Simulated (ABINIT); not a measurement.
Here is an ABINIT 10.8.3 (patched build) calculation.

run.abi

```
# Pseudopotentials
pp_dirpath "./"
pseudos "Ti.LDA_PW-JTH.xml, O.LDA_PW-JTH.xml"

# Structure
acell 4.5998373239 4.5998373239 2.95921356 Angstrom
rprim
     1.0000000000     0.0000000000     0.0000000000
     0.0000000000     1.0000000000     0.0000000000
     0.0000000000     0.0000000000     1.0000000000
ntypat 2
znucl 22 8
natom 6
typat 1 1 2 2 2 2
xcart
     0.0000000000     0.0000000000     1.4796067800
     2.2999186620     2.2999186620     0.0000000000
     1.3998285662     1.3998285662     1.4796067800
     0.9000900958     3.6997472281     0.0000000000
     3.6997472281     0.9000900958     0.0000000000
     3.2000087577     3.2000087577     1.4796067800 Angstrom
chkprim 0
chksymtnons 0
tolsym 1.0e-6

# Plane-wave basis
ecut 23.0
pawecutdg 45.0
pawovlp -1

# k points
kptopt 1
ngkpt 5 5 8
nshiftk 1
shiftk 0.0 0.0 0.0

# Exchange and correlation
ixc 7

# Bands and occupations
nband 29
occopt 3
tsmear 0.00183747

# SCF cycle
nstep 100
tolvrs 1.0e-9

# Output
iomode 3
prtwf 0
prtden 0
prteig 0
prtebands 0
enunit 2

# Relaxation
ionmov 2
ntime 60
tolmxf 5.0e-5
optcell 2
dilatmx 1.08
ecutsm 0.5
```

Potentials or basis: JTH PAW LDA v2.0.

Launch:

```sh
$ abinit run.abi > log 2>&1
```

(1) Estimate the space group after relaxing (to 0.05 Å).

(2) Estimate the relaxed cell.

(3) Estimate the relaxed volume.

Answers

(1) P4_2/mnm (No. 136).

(2) a = 4.550 Å, b = 4.550 Å, c = 2.920 Å, α = 90.00°, β = 90.00°, γ = 90.00°.

(3) 10.08 Å³/atom.

Caveat: the atomic spheres overlap.
